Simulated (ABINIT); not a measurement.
PbO (Litharge):

```
Pb O
1.0
     3.99000    0.00000    0.00000
     0.00000    3.99000    0.00000
     0.00000    0.00000    5.01000
Pb O
2 2
Direct
  0.50000 0.00000 0.76000
  0.00000 0.50000 0.24000
  0.50000 0.50000 0.00000
  0.00000 0.00000 0.00000
```

- Program: ABINIT 10.8.3 (patched build)
- Task: relaxation of cell and atoms
- Functional: r2SCAN
- Potentials or basis: JTH PAW PBE v2.0
- Cutoff: 762 eV
- k mesh: 4 × 4 × 3
- Occupations: fermi-dirac, width 0.05 eV
- Spin: no spin polarisation

At the start: pressure 0.2 GPa; volume 19.94 Å³/atom.

Question: How do energy, volume and symmetry change on relaxing?

Answer: Over 10 steps the energy falls by 6.0 meV/atom and the volume is 21.32 Å³/atom (+6.9 %); space group P4/nmm (No. 129, to 0.05 Å).

Step by step:
| step | energy change (eV) | largest force (eV/Å) | pressure (GPa) | volume (Å³) |
| --- | --- | --- | --- | --- |
| 1 | 0.0000 | 0.2980 | 0.24 | 79.76 |
| 2 | -0.0018 | 0.2520 | 0.35 | 79.82 |
| 3 | -0.0095 | 0.0271 | 0.75 | 80.60 |
| 4 | -0.0111 | 0.0407 | 0.54 | 81.08 |
| 5 | -0.0148 | 0.0190 | 0.13 | 82.10 |
| 6 | -0.0207 | 0.0101 | -0.33 | 84.46 |
| 7 | -0.0236 | 0.0451 | -0.01 | 85.08 |
| 8 | -0.0239 | 0.0598 | -0.17 | 85.30 |
| 9 | -0.0241 | 0.0041 | 0.02 | 85.27 |
| 10 | -0.0241 | 0.0008 | 0.01 | 85.28 |

Final structure:
```yaml
crystal:
  lattice:
    - [3.99468, 0.00000, 0.00000]
    - [0.00000, 3.99468, 0.00000]
    - [0.00000, 0.00000, 5.34430]
  atoms:
    - { symbol: Pb, position: [0.50000, 0.00000, 0.77707] }
    - { symbol: Pb, position: [0.00000, 0.50000, 0.22293] }
    - { symbol: O, position: [0.50000, 0.50000, 0.00000] }
    - { symbol: O, position: [0.00000, 0.00000, 0.00000] }
```

Caveat: the PAW data sets were made with another functional, which shifts forces and pressure a little.
